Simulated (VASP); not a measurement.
# Li (R-3m) in VASP: notebook

One crystal, Li, is run at these levels: PBEsol; tasks: single point.

Everything below comes from runs of VASP 6.6.1. Logs are shortened: lines on timing, memory, paths and dates and some standing lists are left out, and cuts for length are marked.

**1. The structure**

The structure is trigonal, space group R-3m (No. 166). The conventional cell has a = 3.101 Å, b = 3.101 Å, c = 22.765 Å, α = 90.00°, β = 90.00°, γ = 120.00°. Around Li (site symmetry -3m) lie 12 Li at 3.10 Å. Li (site symmetry 3m) is surrounded by 12 Li at 3.09 to 3.10 Å.

This isn't the form of Li at room conditions, which is bcc.

**2. Single point, PBEsol**

INCAR

```
SYSTEM = Li
  PREC = Accurate
  ENCUT = 520
  EDIFF = 1E-7
  ISMEAR = -1
  SIGMA = 0.15
  LREAL = .False.
  LASPH = .True.
  NELM = 100
  ALGO = Fast
  ISIF = 2
  LWAVE = .False.
  LCHARG = .False.
  GGA = PS
  NBANDS = 12
```

KPOINTS

```
Automatic mesh
0
Gamma
  8 8 8
  0 0 0
```

POSCAR

```
Li
1.0
    7.7966470000      0.0000000000      0.0000000000
    7.1799586138      3.0390621493      0.0000000000
    7.1799586138      1.4569616787      2.6670510708
Li
3
Direct
    0.0000000000      0.0000000000      0.0000000000
    0.2220000000      0.2220000000      0.2220000000
    0.7780000000      0.7780000000      0.7780000000
```

Potentials or basis: VASP PAW PBE potentials, release 64 (Li_sv).

Run with:

```bash
$ cat potpaw_PBE.64/Li_sv/POTCAR > POTCAR
$ mpirun -np 1 vasp_std > vasp.out
```

OUTCAR:

```text
SYSTEM = Li
   PREC = Accurate
   ENCUT = 520
   EDIFF = 1E-7
   ISMEAR = -1
   LREAL = .False.
   LASPH = .True.
   NELM = 100
   ISIF = 2
   GGA = PS

 ion  position               nearest neighbor table
   1  0.000  0.000  0.000-
   2  0.222  0.222  0.222-
   3  0.778  0.778  0.778-

  LATTYP: Found a trigonal (rhomboedric) cell.
 ALAT       =     7.7966470000
 COS(alpha) =     0.9209033850

  Lattice vectors:

 A1 = (   7.7966470000,   0.0000000000,   0.0000000000)
 A2 = (   7.1799586138,   3.0390621493,   0.0000000000)
 A3 = (   7.1799586138,   1.4569616787,   2.6670510708)

Analysis of symmetry for initial positions (statically):
=====================================================================
 Subroutine PRICEL returns:
 Original cell was already a primitive cell.

 Routine SETGRP: Setting up the symmetry group for a
 trigonal (rhombohedral) supercell.

 Subroutine GETGRP returns: Found 12 space group operations
 (whereof 12 operations were pure point group operations)
 out of a pool of 12 trial point group operations.

The static configuration has the point symmetry D_3d.

Analysis of symmetry for dynamics (positions and initial velocities):
=====================================================================
 Subroutine PRICEL returns:
 Original cell was already a primitive cell.

 Routine SETGRP: Setting up the symmetry group for a
 trigonal (rhombohedral) supercell.

 Subroutine GETGRP returns: Found 12 space group operations
 (whereof 12 operations were pure point group operations)
 out of a pool of 12 trial point group operations.

The dynamic configuration has the point symmetry D_3d.

 Subroutine INISYM returns: Found 12 space group operations
 (whereof 12 operations are pure point group operations),
 and found     1 'primitive' translations

----------------------------------------------------------------------------------------

                                     Primitive cell

  volume of cell :      63.1944

  direct lattice vectors                    reciprocal lattice vectors
     7.796647000  0.000000000  0.000000000     0.128260264 -0.303022228 -0.179753442
     7.179958614  3.039062149  0.000000000     0.000000000  0.329048881 -0.179753442
     7.179958614  1.456961679  2.667051071     0.000000000  0.000000000  0.374945951

  length of vectors
     7.796647000  7.796647000  7.796647000     0.374945951  0.374945951  0.374945951

  position of ions in fractional coordinates (direct lattice)
     0.000000000  0.000000000  0.000000000
     0.222000000  0.222000000  0.222000000
     0.778000000  0.778000000  0.778000000

  ion indices of the primitive-cell ions
   primitive index   ion index
                 1           1
                 2           2
                 3           3

----------------------------------------------------------------------------------------

 KPOINTS: Automatic mesh

Automatic generation of k-mesh.
 Grid dimensions read from file:
 generate k-points for:    8    8    8

 Generating k-lattice:

  Cartesian coordinates                     Fractional coordinates (reciprocal lattice)
     0.016032533 -0.037877779 -0.022469180     0.125000000  0.000000000  0.000000000
     0.000000000  0.041131110 -0.022469180     0.000000000  0.125000000  0.000000000
     0.000000000  0.000000000  0.046868244     0.000000000  0.000000000  0.125000000

  Length of vectors
     0.046868244  0.046868244  0.046868244

  Shift w.r.t. Gamma in fractional coordinates (k-lattice)
     0.000000000  0.000000000  0.000000000

 Subroutine IBZKPT returns following result:
 ===========================================

 Found     65 irreducible k-points:

 Following reciprocal coordinates:
            Coordinates               Weight
  0.000000  0.000000  0.000000      1.000000
  0.125000  0.000000  0.000000      6.000000
  0.250000  0.000000  0.000000      6.000000
  0.375000  0.000000  0.000000      6.000000
  0.500000  0.000000  0.000000      3.000000
  0.125000  0.125000  0.000000      6.000000
[... 16 lines left out ...]
  0.250000  0.125000  0.125000      6.000000
  0.375000  0.125000  0.125000      6.000000
 [... further k-points ...]
   k-points           NKPTS =     65   k-points in BZ     NKDIM =     65   number of bands    NBANDS=     12
   number of dos      NEDOS =    301   number of ions     NIONS =      3
   total plane-waves  NPLWV = 216000
   dimension x,y,z NGX =    60 NGY =   60 NGZ =   60
   dimension x,y,z NGXF=   120 NGYF=  120 NGZF=  120
   ions per type =               3
   NGX,Y,Z   is equivalent  to a cutoff of  12.79, 12.79, 12.79 a.u.
   NGXF,Y,Z  is equivalent  to a cutoff of  25.59, 25.59, 25.59 a.u.
 SYSTEM =  Li
   PREC   = accura    normal or accurate (medium, high low for compatibility)
   ISTART =      0    job   : 0-new  1-cont  2-samecut
   ICHARG =      2    charge: 1-file 2-atom 10-const
   ISPIN  =      1    spin polarized calculation?
   LNONCOLLINEAR =      F non collinear calculations
   LSORBIT =      F    spin-orbit coupling
   LASPH  =      T    aspherical Exc in radial PAW
   ENCUT  =  520.0 eV  38.22 Ry    6.18 a.u.  14.50 14.50 14.50*2*pi/ulx,y,z
   NELM   =    100;   NELMIN=  2; NELMDL= -5     # of ELM steps
   EDIFF  = 0.1E-06   stopping-criterion for ELM
   LREAL  =      F    real-space projection
   EDIFFG = 0.1E-05   stopping-criterion for IOM
   NSW    =      0    number of steps for IOM
   IBRION =     -1    ionic relax: 0-MD 1-quasi-New 2-CG
   NFREE  =      0    steps in history (QN), initial steepest desc. (CG)
   ISIF   =      2    stress and relaxation
   ISYM   =      2    0-nonsym 1-usesym 2-fastsym
   POTIM  = 0.5000    time-step for ionic-motion
   TEBEG  =    0.0;   TEEND  =   0.0 temperature during run
   PSTRESS=    0.0 pullay stress
   NELECT =       9.0000    total number of electrons
   NUPDOWN=      -1.0000    fix difference up-down
   EMIN   =  10.00;   EMAX   =-10.00  energy-range for DOS
   EFERMI =   0.00;   METHOD = LEGACY
   ISMEAR =    -1;   SIGMA  =   0.15  broadening in eV -4-tet -1-fermi 0-gaus
   EFERMI_NEDOS =   21; number of points for ismear=-14 and -15
   IALGO  =     68    algorithm
   IMIX   =      4    mixing-type and parameters
     AMIX     =   0.40;   BMIX     =  1.00
     AMIX_MAG =   1.60;   BMIX_MAG =  1.00
  volume/ion in A,a.u.               =      21.06       142.15
  Fermi-wavevector in a.u.,A,eV,Ry     =   0.854928  1.615579  9.944518  0.730901
  Thomas-Fermi vector in A             =   1.971599
   LORBIT       =      0    0 simple, 1 ext, 2 COOP (PROOUT), +10 PAW based schemes
   GGA     = PS    functional components
   LHFCALC =     F    Hartree Fock is set to
   AEXX    =    0.0000 exact exchange contribution
   IVDW    =     0    specifies the selected vdW correction
   LEPSILON=     F    determine dielectric tensor
   LRPA    =     F    only Hartree local field effects (RPA)
 non-spin polarized calculation
 RMM-DIIS sequential band-by-band and
  energy-cutoff  :      520.00
  volume of cell :       63.19
 maximum number of plane-waves:      1718
 NGX is ok and might be reduce to    60
   NGX = 29   NGY = 29   NGZ = 29

 number of electron       9.0000011 magnetization

 Free energy of the ion-electron system (eV)
  ---------------------------------------------------
  ext. energy  EPLUGINS =         0.00000000
  ---------------------------------------------------
  free energy    TOTEN  =        -5.94782400 eV

  energy without entropy =       -5.83692891  energy(sigma->0) =       -5.89237645

 E-fermi :   0.4852     XC(G=0):  -6.9244

 val. band max:        0.4708315084   @ k =  -0.2500   0.3750   0.2500
 cond. band min:       0.4890258329   @ k =  -0.3750   0.5000   0.1250
 fundamental gap:      0.0181943245
 Fermi energy:         0.4851753933

 k-point     1 :       0.0000    0.0000    0.0000
  band No.  band energies     occupation
      1     -45.4597      2.00000
      2     -45.4472      2.00000
      3     -45.4423      2.00000
      4      -2.9828      2.00000
      5      -1.0503      1.99993
      6      -1.0498      1.99993
      7       6.0541      0.00000
      8       6.0801      0.00000
      9      13.0047      0.00000
     10      13.0047      0.00000
     11      13.1422      0.00000
     12      13.1422      0.00000

 k-point     2 :       0.1250    0.0000    0.0000
  band No.  band energies     occupation
      1     -45.4578      2.00000
      2     -45.4458      2.00000
      3     -45.4410      2.00000
      4      -2.7349      2.00000
      5      -0.9448      1.99986
      6      -0.6302      1.99882
      7       5.8574      0.00000
      8       6.5613      0.00000
      9      10.7543      0.00000
     10      11.6611      0.00000
     11      11.7070      0.00000
     12      12.1952      0.00000

 k-point     3 :       0.2500    0.0000    0.0000
  band No.  band energies     occupation
      1     -45.4529      2.00000
      2     -45.4423      2.00000
      3     -45.4378      2.00000
      4      -1.9909      2.00000
      5      -0.3401      1.99188
      6       0.3080      1.53021
      7       5.6124      0.00000
      8       6.9978      0.00000
      9       8.1394      0.00000
     10       8.9068      0.00000
     11      10.3667      0.00000
     12      10.5984      0.00000

 k-point     4 :       0.3750    0.0000    0.0000
  band No.  band energies     occupation
      1     -45.4479      2.00000
      2     -45.4385      2.00000
      3     -45.4352      2.00000
      4      -0.7713      1.99954
      5       0.6747      0.44066
      6       1.5573      0.00157
      7       4.1178      0.00000
      8       5.3955      0.00000
      9       7.0295      0.00000
     10       7.9354      0.00000
     11       9.4797      0.00000
     12       9.5560      0.00000

 k-point     5 :       0.5000    0.0000    0.0000
  band No.  band energies     occupation
      1     -45.4459      2.00000
      2     -45.4367      2.00000
      3     -45.4344      2.00000
      4       0.4682      1.05660
      5       1.3246      0.00739
      6       1.5499      0.00165
      7       4.1452      0.00000
      8       4.2728      0.00000
      9       4.8868      0.00000
     10       8.7546      0.00000
     11       9.3422      0.00000
     12       9.3602      0.00000
[... 228 lines left out ...]
      1     -45.4458      2.00000
      2     -45.4371      2.00000
      3     -45.4341      2.00000
      4       0.7560      0.28239
      5       0.8460      0.16552
      6       1.6552      0.00082
      7       3.6375      0.00000
      8       4.8336      0.00000
      9       5.9059      0.00000
     10       7.1250      0.00000
     11       8.4954      0.00000
     12       8.7416      0.00000

 k-point    22 :       0.1250    0.1250    0.1250
  band No.  band energies     occupation
      1     -45.4595      2.00000
      2     -45.4478      2.00000
      3     -45.4419      2.00000
      4      -2.9521      2.00000
      5      -1.4927      2.00000
      6      -0.5684      1.99822
      7       5.0844      0.00000
      8       7.1478      0.00000
      9      12.9053      0.00000
     10      12.9055      0.00000
     11      13.2694      0.00000
     12      13.2694      0.00000

 k-point    23 :       0.2500    0.1250    0.1250
  band No.  band energies     occupation
      1     -45.4575      2.00000
      2     -45.4466      2.00000
      3     -45.4404      2.00000
      4      -2.6837      2.00000
      5      -1.3760      1.99999
      6      -0.1302      1.96748
      7       4.9134      0.00000
      8       7.6589      0.00000
      9      10.6314      0.00000
     10      11.8999      0.00000
     11      11.9553      0.00000
     12      12.0398      0.00000

 k-point    24 :       0.3750    0.1250    0.1250
  band No.  band energies     occupation
      1     -45.4527      2.00000
      2     -45.4429      2.00000
      3     -45.4374      2.00000
      4      -1.9197      2.00000
      5      -0.7606      1.99951
      6       0.8473      0.16422
      7       4.8145      0.00000
      8       7.4747      0.00000
      9       8.4241      0.00000
     10       9.2334      0.00000
     11      10.2093      0.00000
     12      10.4414      0.00000

 [... further k-points ...]
[... 5 lines left out ...]
  --------------------------------------------------------------------------------------
  -------------------------------------------------------------------------------------
  Total       -0.2969820     -0.1844382     -0.1813058     -0.0238182     -0.0028671     -0.0141290
  in kB       -7.5294275     -4.6760886     -4.5966710     -0.6038666     -0.0726892     -0.3582150
  external PRESSURE =      -5.6007290 kB  Pullay stress =       0.0000000 kB

 VOLUME and BASIS-vectors are now :
 -----------------------------------------------------------------------------
  energy-cutoff  :      520.00
  volume of cell :       63.19
      direct lattice vectors                 reciprocal lattice vectors
     7.796647000  0.000000000  0.000000000     0.128260264 -0.303022228 -0.179753442
     7.179958614  3.039062149  0.000000000     0.000000000  0.329048881 -0.179753442
     7.179958614  1.456961679  2.667051071     0.000000000  0.000000000  0.374945951

 POSITION                                       TOTAL-FORCE (eV/Angst)
 -----------------------------------------------------------------------------------
      0.00000      0.00000      0.00000        -0.000000     -0.000000     -0.000000
      4.91876      0.99812      0.59209         0.009070      0.001841      0.001092
     17.23781      3.49791      2.07497        -0.009070     -0.001841     -0.001092
 -----------------------------------------------------------------------------------
    total drift:                                0.000000      0.000000      0.000000

  FREE ENERGIE OF THE ION-ELECTRON SYSTEM (eV)
  ---------------------------------------------------
  free  energy   TOTEN  =        -5.9478239985 eV

  energy  without entropy=       -5.8369289081  energy(sigma->0) =       -5.89237645
```

It took 7.4 min on 1 thread of Intel Xeon Platinum 8259CL at 2.50GHz (Skylake/Cascade Lake), shared host; peak memory 0.44 GiB.

What came out:

* Free energy: -5.9478 eV
* Largest force: 0.009 eV/Å
* Band gap on the k mesh: none (metal or under the smearing width)

Forces on the atoms (eV/Å):
```
Li   0.000  0.000  0.000
Li   0.009  0.002  0.001
Li  -0.009 -0.002 -0.001
```

Caveat: the cutoff is under 1.25 times the usual one of these potentials, so pressure, stress and relaxed cells hold a basis-set (Pulay) error; the PAW data sets were made with another functional, which shifts forces and pressure a little.

**3. Single point, PBEsol**

INCAR

```
  PREC = Accurate
  ENCUT = 520
  EDIFF = 1E-6
  ISMEAR = -1
  SIGMA = 0.15
  LREAL = F
  LASPH = T
  NELM = 100
  ALGO = Fast
  ISIF = 2
  LWAVE = F
  LCHARG = F
  GGA = PS
  NBANDS = 12
```

KPOINTS

```
Automatic mesh
0
Gamma
  8 8 8
```

POSCAR is that of step 2.

Potentials or basis: VASP PAW PBE potentials, release 64 (Li_sv).

Run with:

```bash
$ cat potpaw_PBE.64/Li_sv/POTCAR > POTCAR
$ mpirun -np 1 vasp_std > vasp.out
```

Run time: 5.9 min. Hardware: 1 thread of Intel Xeon Platinum 8259CL at 2.50GHz (Skylake/Cascade Lake), shared host; peak memory 0.44 GiB.

It converged, with:

| Property | Result |
| --- | --- |
| Free energy | -5.9478 eV |
| Largest force | 0.009 eV/Å |
| Band gap on the k mesh | none (metal or under the smearing width) |

Forces in eV/Å, atoms in the order of the input:
```
Li   0.000  0.000  0.000
Li   0.009  0.002  0.001
Li  -0.009 -0.002 -0.001
```

Levels at points of the mesh, in eV from the Fermi level:
```
           k point  band 1  band 2  band 3  band 4  band 5  band 6  band 7  band 8  band 9  band 10
(0.00, 0.00, 0.00)  -45.94  -45.93  -45.93   -3.47   -1.54   -1.54    5.57    5.59   12.52    12.52
(0.50, 0.00, 0.00)  -45.93  -45.92  -45.92   -0.02    0.84    1.06    3.66    3.79    4.40     8.27
(0.50, 0.50, 0.00)  -45.93  -45.92  -45.92    0.27    0.36    1.17    3.15    4.35    5.42     6.64
(0.50, 0.50, 0.50)  -45.94  -45.93  -45.92   -2.98   -2.98    0.04    2.85   10.28   10.33    12.22
```

Caveat: the cutoff is under 1.25 times the usual one of these potentials, so pressure, stress and relaxed cells hold a basis-set (Pulay) error; the PAW data sets were made with another functional, which shifts forces and pressure a little.
